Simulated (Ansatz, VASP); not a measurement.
## Two plane-wave programs on PbS

INCAR

```
PREC = Accurate ; ENCUT = 520
EDIFF = 1E-7 ; ISMEAR = -1
SIGMA = 0.1 ; LREAL = False
LASPH = True ; NELM = 100
ALGO = Normal ; ISIF = 2
LWAVE = False ; LCHARG = True
GGA = PE ; LELF = True
LVHAR = True ; NBANDS = 17
```

File KPOINTS:

```
Automatic mesh
0
Gamma
  11 11 11
```

POSCAR

```
PbS
1.0
    3.3899731078      0.0000000000      0.0000000000
    0.0000000000      3.3899731078      0.0000000000
    0.0000000000      0.0000000000      3.3899731078
Pb S
1 1
Direct
    0.0000000000      0.0000000000      0.0000000000
    0.5000000000      0.5000000000      0.5000000000
```

Input for Ansatz:

```yaml
crystal:
  lattice:
    - [3.3899731078, 0.0, 0.0]
    - [0.0, 3.3899731078, 0.0]
    - [0.0, 0.0, 3.3899731078]
  atoms:
    - { symbol: Pb, position: [0.0, 0.0, 0.0] }
    - { symbol: S, position: [0.5, 0.5, 0.5] }
kpoints:
  mp_grid: { grid: [11, 11, 11] }
scf:
  occupations: { method: fermi_dirac, width: 0.1 }
hamiltonian:
  xc: pbe
  pseudopotentials: { kind: paw }
output:
  forces: true
  stress: true
  eigenvalues: true
  populations: true
```

Change from the starting cell: volume scaled by 0.8, PAW files.

Alike in both runs: task single point; functional PBE; k mesh 11 × 11 × 11; occupations fermi-dirac, width 0.1 eV; no spin polarisation.

```csv
,VASP,Ansatz
version,VASP 6.6.1,Ansatz 0.2.0
potentials or method,"VASP PAW PBE potentials, release 64 (Pb_d, S)","PAW with Ansatz's default frozen-core files, scalar-relativistic"
plane-wave cutoff (eV),520,420
valence electrons in the cell,20,20
```

Ansatz gave:

- pressure (GPa): 19.8

Problem. Which values does VASP return?

Solution. Pressure (GPa): 19.7.

Caveats: so large a pressure means that the cell lies far from this level's equilibrium, or that cutoff or potentials fall short (VASP). Spin-orbit coupling is left out, which matters for the levels of Pb.
